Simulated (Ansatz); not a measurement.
# C: moving C off its site

C, Fmmm, a = 2.466 Å, b = 4.268 Å, c = 6.799 Å. This isn't the element's structure at ambient conditions. Ansatz: PBE+D3(BJ), PAW, 420 eV, Γ-centred 22×22×8 mesh on 4 atoms, Gaussian smearing 0.15 eV; no spin polarisation.

```
C
1.0
     1.23277   -2.13415    0.00000
     1.23277    2.13415    0.00000
     0.00000    0.00000    6.79898
C
4
Direct
  0.08331 0.91669 0.75000
  0.58331 0.41669 0.25000
  0.91669 0.08331 0.25000
  0.41669 0.58331 0.75000
```

Atom 1 (C) moves by x along the unit vector (-0.866, 0.500, 0.000), with its periodic images; all else is held. y is the free energy of the cell over the start, F the force along the path summed over the moved atoms.

| x (Å) | y (meV) | F (eV/Å) |
| --- | --- | --- |
| -0.200 | ? | ? |
| -0.160 | 597.7 | 6.87 |
| -0.120 | 349.6 | 5.49 |
| -0.080 | 161.4 | 3.88 |
| -0.040 | 41.8 | 2.06 |
| 0.000 | 0.0 | 0.00 |
| 0.080 | 184.4 | -4.76 |
| 0.120 | 428.2 | -7.47 |
| 0.160 | 785.8 | -10.47 |
| 0.200 | 1263.3 | -13.42 |

Q: Fit y = c2 x² + c3 x³ + c4 x⁴ to the energies of the other rows, give the force constant, and predict energy and force of the missing row.

A: Least squares on the rows shown. y = 27027 x² + 22898 x³ − 527.27 x⁴. The force constant is 2 c2 = 54.1 eV/Å² (for all images moving together, not for a lone atom). The force −dy/dx at the missing row is 8.05 eV/Å (computed 7.77). At x = -0.200 the fit asked for gives 897.1 meV. The run gave 893.5 meV, so the fit is 3.6 meV too high, a small miss on the scale of the series. Note that the gap is closed there and open in the run one row down.

Cost: 10 runs of about 3.1 core-minutes in all, on AMD EPYC 9R45 (Zen 5) (shared hosts).